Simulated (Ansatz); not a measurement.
# Hg: the band gap up the ladder of functionals

The gap of Hg, database structure is computed at one geometry with PBE, r2SCAN, HSE06.

Program: Ansatz 0.2.0. PAW datasets, plane waves. (Simulation; spin polarisation is off.)

## (1) Starting point

The cell was relaxed beforehand with r2SCAN+rVV10.

The symmetry is Fm-3m (No. 225, cubic); a = 4.713 Å in the conventional setting, 26.16 Å³ an atom. Around Hg lie 12 Hg at 3.33 Å.

Structure file:

```xyz
1
Lattice="0.0000 2.3563 2.3563 2.3563 0.0000 2.3563 2.3563 2.3563 0.0000" Properties=species:S:1:pos:R:3 pbc="T T T"
Hg    0.0000    0.0000    0.0000
```

## (2) PBE band path

input.yaml

```yaml
crystal:
  lattice:
    - [0.0, 2.3562564068, 2.3562564068]
    - [2.3562564068, 0.0, 2.3562564068]
    - [2.3562564068, 2.3562564068, 0.0]
  atoms:
    - { symbol: Hg, position: [0.0, 0.0, 0.0] }
kpoints:
  mp_grid: { grid: [10, 10, 10] }
  band_path:
    path:
      - [[0.0, 0.0, 0.0], [0.5, 4.163445747359e-17, 0.5], [0.625, 0.25, 0.625]]
      - [[0.375, 0.375, 0.75], [0.0, 0.0, 0.0], [0.5, 0.5, 0.5], [0.5, 0.25, 0.75], [0.5, 4.163445747359e-17, 0.5]]
    npoints: 10
hamiltonian:
  xc: pbe
scf:
  occupations: { method: fermi_dirac, width: 0.02 }
  n_extra_bands: 4
output:
  forces: true
  stress: true
  eigenvalues: true
  write_density: true
  write_potential: true
  elf: true
  volumetric_format: npy
```

The run is started by

```console
$ ansatz run input.yaml --threads 2 --pin off --max-ram 2211MiB --backend cpu --events-out ev --progress --plain --runs-dir out
```

Output:

```text
Warning: RAYON_NUM_THREADS=2 ignored (pool sized by the plan → 2); use --threads N
scf.n_extra_bands = 4 over 10 filled bands (N_el = 20.0): the run solves 14 bands
Engine: ansatz 0.2.0, aarch64-unknown-linux-gnu
Pseudopotentials: kind: paw
Pseudopotential: Hg, paw, valence charge 20, recommended cutoff 420 eV (normal), Hg.paw.azcp
Functional definition: PBE
  parameter kappa = 0.804
  parameter beta = 0.06672455060314922
  exchange = pbe_x(kappa = kappa, mu = beta*pi^2/3)
  correlation = pbe_c(beta = beta)
Crystal: 1 atoms, lattice volume = 26.164 Å³
Basis set: ecut = 420 eV, 531 PW (Γ), exchange–correlation on 48×48×48 points (8 copies of the dense FFT grid, shifted against one another)
Bands: 14, of which v1, the nominal top of the filled ones, is band 10 counted from 1 (9 counted from 0)
Symmetry: 48 space group operations
Space group: Fm-3m (ITA 225), of the structure as read, at distance tolerance 3.0e-5 Å
k-points: 47 of 1000
Non-local potential: Hg, projectors of the file, l = 0: 3, l = 1: 2, l = 2: 2, l = 3: 1
PAW form: soft (Blöchl's): semilocal exchange-correlation on the pseudo side does not see the compensation charge
PAW one-centre angular grid: Hg, 590 points (default); XC on 64 Gauss nodes
Initial density: superposition of atomic densities (neutral atoms: chi_scale 0, normalization atom), corrected by the library's trained network
Initial wavefunctions: pseudopotential atomic-orbital guess
Functional: x = pbe(κ = 0.804, μ = 0.2195149727645171), c = pbe(β = 0.06672455060314922)
SCF iter   1: F=—  HF=-13813.420825 eV  |F-HF|=—  |Δ(HF+E_count)|=         —  Δρ=6.84e-4  dr2=7.60e-5  ethr=1.77e-3  ⟨swp⟩=5.0  Hψ=3595  notcnv=0
preconditioner: auto → none  [insulator: Δε(μ)=0.141 eV  Ē_g=14.151 eV  σ=0.020 eV  W_gap=0.56  n_scr=8 (ndim 8)  ℏωp=25.1 eV  f_vac=0.001  D(μ)=0.64/eV (n_scr^D=0)  ε∞_Penn≈4.2]
SCF iter   2: F=—  HF=-13813.421202 eV  |F-HF|=—  |Δ(HF+E_count)|=   3.77e-4  Δρ=3.48e-4  dr2=2.22e-5  ethr=3.80e-7  ⟨swp⟩=2.4  Hψ=1567  notcnv=0
SCF iter   3: F=—  HF=-13813.421216 eV  |F-HF|=—  |Δ(HF+E_count)|=   1.45e-5  Δρ=1.39e-4  dr2=5.20e-6  ethr=1.11e-7  ⟨swp⟩=2.1  Hψ=938  notcnv=0
iter 4 did not close the SCF: its close was put off for the readings that it lacked (scf_convergence_deferred on its scf_iter line)
SCF iter   4: F=-13813.421214 eV  HF=-13813.421214 eV  |F-HF|=3.00e-8  |Δ(HF+E_count)|=   1.80e-6  Δρ=1.70e-5  dr2=7.30e-8  ethr=2.60e-8  ⟨swp⟩=2.0  Hψ=908  notcnv=0
iter 5 did not close the SCF: its close was put off for the readings that it lacked (scf_convergence_deferred on its scf_iter line)
SCF iter   5: F=-13813.421214 eV  HF=-13813.421214 eV  |F-HF|=4.54e-9  |Δ(HF+E_count)|=   6.94e-9  Δρ=4.51e-6  dr2=6.78e-9  ethr=3.65e-10  ⟨swp⟩=2.0  Hψ=939  notcnv=0
SCF iter   6: F=-13813.421214 eV  HF=-13813.421214 eV  |F-HF|=1.47e-10  |Δ(HF+E_count)|=   1.52e-9  Δρ=9.74e-7  dr2=2.84e-10  ethr=3.39e-11  ⟨swp⟩=4.7  Hψ=3041  notcnv=0
SCF 1 converged in 6 iterations: F = -13813.421214 eV  dr2 = 2.84e-10
NSCF: frozen V_eff on 62 k-points
SCF converged after 6 iterations
Free energy (F): -13813.421214 eV
Harris-Foulkes:  -13813.421214 eV  (|F-HF|=1.47e-10)
Internal energy: -13813.420457 eV  (E = F + TS)
E sigma→0 (E₀):  -13813.420836 eV
Entropy (-TS):   -0.000757 eV (-0.757 meV/atom)
Fermi energy:    12.723780 eV
--- Per-component energies (eV) ---
  E_band       = -420.260865
  E_kinetic    = 604.488858
  E_local      = -2654.086509  (includes V_loc(G=0)·N_el)
  E_nonlocal   = 72.565022
  E_hartree    = 1131.266486
  E_xc         = -220.512710
  E_vxc        = -262.336597  (∫ρ·V_xc dr)
  E_paw        = -9945.223836  (= ΣΔE_a)
  E_vpaw       = -443.424482  (= ΣTr[D̂ρ^β])
  E_aug_tail   = 0.000912  (compensation charges beyond the density's cutoff)
  E_ewald      = -2801.918681
  E_smearing   = -0.000757  (= −TS)
  E_closure    = 0.000000  (closes the sum)
  Σ components = -13813.421214   (vs F -13813.421214, Δ=0.00e0)
--- Forces (eV/Å), atoms counted from 1 ---
  atom   1  Hg    -0.00000000    -0.00000000     0.00000000
  max |Σ_I F_I| component: 3.29e-32 eV/Å
--- Stress (GPa, compression-positive) ---
        0.971578       0.000000       0.000000
       -0.000000       0.971578       0.000000
       -0.000000       0.000000       0.971578
  P = ⅓ Tr σ = 0.9716 GPa (9.716 kbar)
--- Band table (eV; the first three rows and the last of 47) ---
  k-point 0: bands = ["-101.6373", "-50.0733", "-50.0733", "-50.0733", "4.6539", "6.1760", "6.1760", "6.1760", "6.6895", "6.6895", "25.6832", "26.5366", "26.5366", "26.5366"]
  k-point 1: bands = ["-101.6373", "-50.0754", "-50.0736", "-50.0736", "4.8832", "6.1598", "6.2202", "6.2202", "6.6801", "6.6801", "24.2158", "25.8865", "26.4079", "26.4079"]
  k-point 2: bands = ["-101.6371", "-50.0808", "-50.0746", "-50.0746", "5.3931", "6.2863", "6.2863", "6.3098", "6.7116", "6.7116", "20.7301", "25.9715", "25.9715", "25.9837"]
  k-point 46: bands = ["-101.6366", "-50.0902", "-50.0864", "-50.0823", "5.8478", "5.9262", "6.4402", "6.7869", "7.2422", "12.8710", "14.9155", "16.7226", "17.8590", "28.5055"]
```

Run time: 1.8 s. Hardware: 2 threads of Arm Neoverse N1, shared host; peak memory 0.27 GiB.

Band energies at the special points (eV, zero at the top of v, the last band that the electrons fill by count):

```
point    v−1      v      c    c+1
    Γ  -6.27  -6.27  12.72  13.57
    X  -5.72   0.00   0.03   6.54
    U  -5.87  -0.41   1.62   3.10
    K  -5.87  -0.41   1.62   3.10
    L  -5.84  -1.87  -1.24  11.41
    W  -5.72  -0.10   2.83   2.83
```

Bands v and c along the path (eV from the top of v):

```
distance (1/Å)  point      v      c
          0.00      Γ  -6.27  12.72
          0.27         -6.23  12.40
          0.53         -6.13  10.31
          0.80         -5.06   7.08
          1.07         -2.83   3.37
          1.33      X   0.00   0.03
          1.43          0.00   0.10
          1.52         -0.02   0.31
          1.62         -0.07   0.64
          1.71         -0.18   1.08
          1.80      U  -0.41   1.62
          1.80      K  -0.41   1.62
          1.95         -1.11   2.56
          2.23         -3.30   3.62
          2.51         -5.25   6.03
          2.79         -6.15   9.33
          3.08         -6.27  12.60
          3.22      Γ  -6.27  12.72
          3.33         -6.28  12.59
          3.57         -6.28   9.54
          3.80         -6.18   6.02
          4.03         -4.82   2.73
          4.26         -2.80  -0.20
          4.37      L  -1.87  -1.24
          4.47         -1.86  -1.17
          4.66         -1.74  -0.65
          4.84         -1.44   0.26
          5.03         -0.91   1.41
          5.22         -0.24   2.56
          5.32      W  -0.10   2.83
          5.38         -0.10   2.38
          5.52         -0.08   1.55
          5.65         -0.05   0.86
          5.78         -0.02   0.34
          5.92          0.00   0.06
          5.98      X   0.00   0.03
```

PBE: no gap; the band counted as the lowest empty one dips 1.24 eV below the top of the last filled one.

The maps below are laid out on this run's own conventional cell (a, b, c = 4.713, 4.713, 4.713 Å).

Density in a lattice plane of the grid's cell (edges 4.71 and 4.71 Å, at 0.000 of the third edge), which holds Hg.

Values in e/Å³, 12 rows by 12 columns:
```
10.78  6.81  1.53  0.28  0.09  0.05  0.04  0.05  0.09  0.28  1.54  6.82
 2.56  1.53  0.48  0.17  0.10  0.09  0.09  0.09  0.09  0.16  0.47  1.54
 0.36  0.28  0.17  0.12  0.17  0.28  0.36  0.28  0.16  0.13  0.16  0.28
 0.09  0.09  0.10  0.17  0.48  1.53  2.56  1.54  0.47  0.16  0.09  0.09
 0.04  0.05  0.09  0.28  1.53  6.81 10.78  6.82  1.54  0.28  0.09  0.05
 0.04  0.04  0.09  0.36  2.56 10.78 17.56 10.78  2.56  0.36  0.09  0.04
 0.04  0.05  0.09  0.28  1.54  6.82 10.78  6.81  1.53  0.28  0.09  0.05
 0.09  0.09  0.09  0.16  0.47  1.54  2.56  1.53  0.48  0.17  0.10  0.09
 0.36  0.28  0.16  0.13  0.16  0.28  0.36  0.28  0.17  0.12  0.17  0.28
 2.56  1.54  0.47  0.16  0.09  0.09  0.09  0.09  0.10  0.17  0.48  1.53
10.78  6.82  1.54  0.28  0.09  0.05  0.04  0.05  0.09  0.28  1.53  6.81
17.56 10.78  2.56  0.36  0.09  0.04  0.04  0.04  0.09  0.36  2.56 10.78
```
Columns run along the first of these edges and rows up along the second, over one cell in 12 and 12 even steps from the bottom left corner. Atoms in the plane (fractional): Hg at (0.00, 0.00), Hg at (0.50, 0.50).

ELF in the same plane.

Ten even steps from ' ' (0.04) to '@' (0.81):
```
%%##**++++==--::..              ..::--==++++**##
****++++==----::..              ..::----==++++**
++++++==----::..    ..........    ..::----==++++
======----::........::::::::::........::----====
------::::......::::----------::::......::::----
::::::........::----==========----::........::::
......    ..::----==++++++++++==----::..    ....
        ..::----==++++******++++==----::..      
        ..::--==++++**##%%##**++++==--::..      
        ..::--==++****%%@@%%****++==--::..      
        ..::--==++++**##%%##**++++==--::..      
        ..::----==++++******++++==----::..      
......    ..::----==++++++++++==----::..    ....
::::::........::----==========----::........::::
------::::......::::----------::::......::::----
======----::........::::::::::........::----====
++++++==----::..    ..........    ..::----==++++
****++++==----::..              ..::----==++++**
%%##**++++==--::..              ..::--==++++**##
@@%%****++==--::..              ..::--==++****%%
```
Columns run along the first of these edges and rows up along the second, over one cell in 24 and 20 even steps from the bottom left corner. Atoms in the plane (fractional): Hg at (0.00, 0.00), Hg at (0.50, 0.50).

Both are smooth fields of the valence electrons: close to the nuclei they are not physical.

## (3) r2SCAN at the same geometry

After the self-consistent run the levels are solved at the k-points that the input lists.

input.yaml

```yaml
crystal:
  lattice:
    - [0.0, 2.3562564068, 2.3562564068]
    - [2.3562564068, 0.0, 2.3562564068]
    - [2.3562564068, 2.3562564068, 0.0]
  atoms:
    - { symbol: Hg, position: [0.0, 0.0, 0.0] }
kpoints:
  mp_grid: { grid: [10, 10, 10] }
  band_path:
    path:
      - [0.0, 0.0, 0.0]
      - [0.5, 0.0, 0.5]
      - [0.625, 0.25, 0.625]
      - [0.375, 0.375, 0.75]
      - [0.5, 0.5, 0.5]
      - [0.5, 0.25, 0.75]
    npoints: 1
hamiltonian:
  xc: r2scan
scf:
  occupations: { method: fermi_dirac, width: 0.02 }
  n_extra_bands: 4
output:
  forces: true
  stress: true
  eigenvalues: true
```

The run is started by

```console
$ ansatz run input.yaml --threads 2 --pin off --max-ram 2211MiB --backend cpu --events-out ev --progress --plain --runs-dir out
```

Output:

```text
Warning: RAYON_NUM_THREADS=2 ignored (pool sized by the plan → 2); use --threads N
scf.n_extra_bands = 4 over 10 filled bands (N_el = 20.0): the run solves 14 bands
Engine: ansatz 0.2.0, aarch64-unknown-linux-gnu
Pseudopotentials: kind: paw
Pseudopotential: Hg, paw, valence charge 20, recommended cutoff 500 eV (meta_gga), Hg.paw.azcp
Functional definition: r2SCAN
  parameter k0 = 0.174
  parameter k1 = 0.065
  parameter a1 = 4.9479
  exchange = r2scan_x(k0 = k0, k1 = k1, a1 = a1)
  correlation = r2scan_c
Crystal: 1 atoms, lattice volume = 26.164 Å³
Basis set: ecut = 500 eV, 645 PW (Γ), exchange–correlation on 100×100×100 points (64 copies of the dense FFT grid, shifted against one another)
Bands: 14, of which v1, the nominal top of the filled ones, is band 10 counted from 1 (9 counted from 0)
Symmetry: 48 space group operations
Space group: Fm-3m (ITA 225), of the structure as read, at distance tolerance 3.0e-5 Å
k-points: 47 of 1000
Non-local potential: Hg, projectors of the file, l = 0: 3, l = 1: 2, l = 2: 2, l = 3: 1
PAW form: soft (Blöchl's): semilocal exchange-correlation on the pseudo side does not see the compensation charge
PAW frozen core: Hg, regenerated for the run's functional (the file was generated under x = pbe(κ = 0.804, μ = 0.2195149727645171), c = pbe(β = 0.06672455060314922))
PAW one-centre angular grid: Hg, 590 points (default); XC on 160 Gauss nodes
Initial density: superposition of atomic densities (neutral atoms: chi_scale 0, normalization atom), corrected by the library's trained network
Initial wavefunctions: pseudopotential atomic-orbital guess
Functional: x = r2scan, c = r2scan; τ floored in thin density (d = 2e-4 eV/Å³)
SCF iter   1: F=—  HF=-13827.806463 eV  |F-HF|=—  |Δ(HF+E_count)|=         —  Δρ=8.20e-3  dr2=2.20e-2  dr2_τ=1.27e-3  ethr=1.77e-3  ⟨swp⟩=5.0  Hψ=3705  notcnv=0
preconditioner: auto → none  [insulator: Δε(μ)=0.091 eV  Ē_g=14.987 eV  σ=0.020 eV  W_gap=0.81  n_scr=8 (ndim 8)  ℏωp=25.1 eV  f_vac=0.000  D(μ)=0.30/eV (n_scr^D=0)  ε∞_Penn≈3.8]
SCF iter   2: F=—  HF=-13827.801141 eV  |F-HF|=—  |Δ(HF+E_count)|=   5.32e-3  Δρ=3.19e-3  dr2=1.04e-3  dr2_τ=8.65e-4  ethr=1.10e-4  ⟨swp⟩=2.2  Hψ=1415  notcnv=0
SCF iter   3: F=—  HF=-13827.801015 eV  |F-HF|=—  |Δ(HF+E_count)|=   1.26e-4  Δρ=1.17e-3  dr2=2.02e-4  dr2_τ=8.91e-6  ethr=5.20e-6  ⟨swp⟩=2.3  Hψ=1150  notcnv=0
SCF iter   4: F=—  HF=-13827.800987 eV  |F-HF|=—  |Δ(HF+E_count)|=   2.82e-5  Δρ=4.68e-4  dr2=3.06e-5  dr2_τ=2.09e-6  ethr=1.01e-6  ⟨swp⟩=1.2  Hψ=712  notcnv=0
SCF iter   5: F=—  HF=-13827.800980 eV  |F-HF|=—  |Δ(HF+E_count)|=   7.00e-6  Δρ=9.30e-5  dr2=1.14e-6  dr2_τ=8.98e-8  ethr=1.53e-7  ⟨swp⟩=2.0  Hψ=1127  notcnv=0
SCF iter   6: F=-13827.800979 eV  HF=-13827.800979 eV  |F-HF|=3.39e-9  |Δ(HF+E_count)|=   2.14e-7  Δρ=9.50e-6  dr2=1.16e-8  dr2_τ=8.33e-10  ethr=5.00e-10  ⟨swp⟩=5.1  Hψ=3008  notcnv=0
SCF 1 converged in 6 iterations: F = -13827.800979 eV  dr2 = 1.16e-8
NSCF: frozen V_eff on 6 k-points
SCF converged after 6 iterations
Free energy (F): -13827.800979 eV
Harris-Foulkes:  -13827.800979 eV  (|F-HF|=3.39e-9)
Internal energy: -13827.800513 eV  (E = F + TS)
E sigma→0 (E₀):  -13827.800746 eV
Entropy (-TS):   -0.000467 eV (-0.467 meV/atom)
Fermi energy:    12.667888 eV
--- Per-component energies (eV) ---
  E_band       = -442.023048
  E_kinetic    = 605.257240
  E_local      = -2660.086176  (includes V_loc(G=0)·N_el)
  E_nonlocal   = 74.082885
  E_hartree    = 1135.844928
  E_xc         = -208.399237
  E_vxc        = -290.179560  (∫ρ·V_xc dr)
  E_paw        = -9972.432966  (= ΣΔE_a)
  E_vpaw       = -463.000438  (= ΣTr[D̂ρ^β])
  E_aug_tail   = 0.000421  (compensation charges beyond the density's cutoff)
  E_vtau       = 20.215425  (kinetic-family band-sum trace: ∫τ·v_τ [+ j·A + Jᵃ·Aᵃ] dr)
  E_ewald      = -2801.918681
  E_core_change = -0.148928  (= ΣΔE_core)
  E_smearing   = -0.000467  (= −TS)
  E_closure    = -0.000000  (closes the sum)
  Σ components = -13827.800979   (vs F -13827.800979, Δ=0.00e0)
--- Forces (eV/Å), atoms counted from 1 ---
  atom   1  Hg    -0.00000000     0.00000000    -0.00000000
  max |Σ_I F_I| component: 1.07e-31 eV/Å
--- Stress (GPa, compression-positive) ---
        0.329025       0.000000       0.000000
       -0.000000       0.329025       0.000000
        0.000000       0.000000       0.329025
  P = ⅓ Tr σ = 0.3290 GPa (3.290 kbar)
--- Band table (eV; the first three rows and the last of 47) ---
  k-point 0: bands = ["-104.1741", "-51.9932", "-51.9932", "-51.9932", "4.3615", "5.6826", "5.6826", "5.6826", "6.2013", "6.2013", "26.2463", "26.9011", "26.9011", "26.9011"]
  k-point 1: bands = ["-104.1741", "-51.9954", "-51.9935", "-51.9935", "4.5964", "5.6699", "5.7276", "5.7276", "6.1921", "6.1921", "24.5601", "26.4273", "26.7676", "26.7676"]
  k-point 2: bands = ["-104.1739", "-52.0013", "-51.9945", "-51.9945", "5.0563", "5.7948", "5.7948", "5.8967", "6.2253", "6.2253", "20.9623", "26.3171", "26.3171", "26.5279"]
  k-point 46: bands = ["-104.1733", "-52.0114", "-52.0073", "-52.0028", "5.3702", "5.4462", "5.9682", "6.3061", "6.7674", "12.7178", "15.0047", "16.8565", "18.0396", "29.0030"]
```

Wall time 2.9 s (2 threads of Arm Neoverse N1, shared host); peak memory 0.34 GiB.

Band energies at the special points (eV, zero at the top of v, the last band that the electrons fill by count):

```
point    v−1      v      c    c+1
    Γ  -6.61  -6.61  13.44  14.09
    X  -6.04   0.00   0.23   6.89
    U  -6.19  -0.41   1.85   3.37
    K  -6.19  -0.41   1.85   3.37
    L  -6.16  -1.94  -1.06  11.87
    W  -6.04  -0.10   3.09   3.09
```

With r2SCAN the last filled band overlaps the next by 1.06 eV, so there is no gap.

## (4) HSE06 at the same geometry

input.yaml

```yaml
crystal:
  lattice:
    - [0.0, 2.3562564068, 2.3562564068]
    - [2.3562564068, 0.0, 2.3562564068]
    - [2.3562564068, 2.3562564068, 0.0]
  atoms:
    - { symbol: Hg, position: [0.0, 0.0, 0.0] }
kpoints:
  mp_grid: { grid: [6, 6, 6] }
hamiltonian:
  xc: hse06
scf:
  occupations: { method: fermi_dirac, width: 0.02 }
  n_extra_bands: 4
output:
  forces: true
  stress: true
  eigenvalues: true
  write_density: true
  write_potential: true
  elf: true
  volumetric_format: npy
```

The run is started by

```console
$ ansatz run input.yaml --threads 2 --pin off --max-ram 2211MiB --backend cpu --events-out ev --progress --plain --runs-dir out
```

Output, shortened:

```text
Warning: output.stress: scf.convergence.dr2_threshold = 1e-7 eV (the SCF's general default) is looser than the 1e-10 eV advised for a printed stress (1e-10 eV for each atom of the cell: 1). What an SCF threshold leaves in a stress goes as its square root, and in the free energy as the [...]
Warning: output.stress: scf.exx.energy_threshold = 1e-6 eV is looser than the 1e-8 eV advised for a stress under a hybrid functional (1e-8 eV for each atom of the cell: 1). Every SCF of the exchange loop can meet its threshold on dr2 while the loop round them stops early: no threshold on [...]
Warning: RAYON_NUM_THREADS=2 ignored (pool sized by the plan → 2); use --threads N
scf.n_extra_bands = 4 over 10 filled bands (N_el = 20.0): the run solves 14 bands
[...]
Pseudopotentials: kind: paw
Pseudopotential: Hg, paw, valence charge 20, recommended cutoff 420 eV (normal), Hg.paw.azcp
Functional definition: HSE06
[...]
Crystal: 1 atoms, lattice volume = 26.164 Å³
Basis set: ecut = 420 eV, 531 PW (Γ), exchange–correlation on 48×48×48 points (8 copies of the dense FFT grid, shifted against one another)
[...]
Frozen-core exchange: fock
[...]
SCF iter   3: F=-13816.656536 eV  HF=-13816.656536 eV  |F-HF|=4.50e-9  |Δ(HF+E_count)|=   4.33e-9  Δρ=1.02e-5  dr2=6.14e-9  ethr=2.45e-10  ⟨swp⟩=3.0  Hψ=445  notcnv=0
[...]
hybrid outer 2: dexx = +2.465e-7 eV, tail = 3.19e-8 eV, Δε = 1.61e-3 eV (about 9.13e-5 eV left of the loop's levels)
hybrid SCF converged: 2 outer / 11 inner (+6 warm-up), last move |dexx| = 2.46e-7 eV, tail = 3.19e-8 eV
Stability not checked: this state was not tested for a lower state beside it, because the functional holds exact exchange (a hybrid, or Hartree-Fock), whose exchange loop this test does not read (fock_operator; see scf.lower_state_search)
Free energy (F): -13816.656536 eV
Frozen-core exchange: fock
[...]
E sigma→0 (E₀):  -13816.655609 eV
Entropy (-TS):   -0.001855 eV (-1.855 meV/atom)
Fermi energy:    12.965564 eV
[...]
--- Forces (eV/Å), atoms counted from 1 ---
  atom   1  Hg     0.00000000    -0.00000000     0.00000000
[...]
--- Stress (GPa, compression-positive) ---
        0.714452      -0.000000      -0.000000
       -0.000000       0.714452      -0.000000
        0.000000       0.000000       0.714452
  P = ⅓ Tr σ = 0.7145 GPa (7.145 kbar)
--- Band table (eV; the first three rows and the last of 16) ---
  k-point 0: bands = ["-106.8066", "-53.9614", "-53.9614", "-53.9614", "3.5398", "4.6452", "4.6452", "4.6452", "5.1870", "5.1870", "26.2495", "27.3786", "27.3786", "27.3786"]
[...]
```

It took 15 s on 2 threads of Arm Neoverse N1, shared host; peak memory 0.69 GiB.

With HSE06 the last filled band overlaps the next by 1.40 eV among the points of the k mesh, so there is no gap.

## (5) All levels side by side

```
 level  gap (eV)                kind  from PBE (eV)
   PBE     -1.24             overlap              0
r2SCAN     -1.06             overlap          +0.18
 HSE06     -1.40  overlap, mesh only          -0.16
```

Meshes: PBE 10×10×10, r2SCAN 10×10×10, HSE06 6×6×6. Gaps marked «mesh only» don't see the path that PBE's does.

What this shows: No level opens a gap. Spin-orbit coupling is left out, though the cell holds Hg (Z = 80); in an element this heavy it can shift bands and gaps by tenths of an eV.
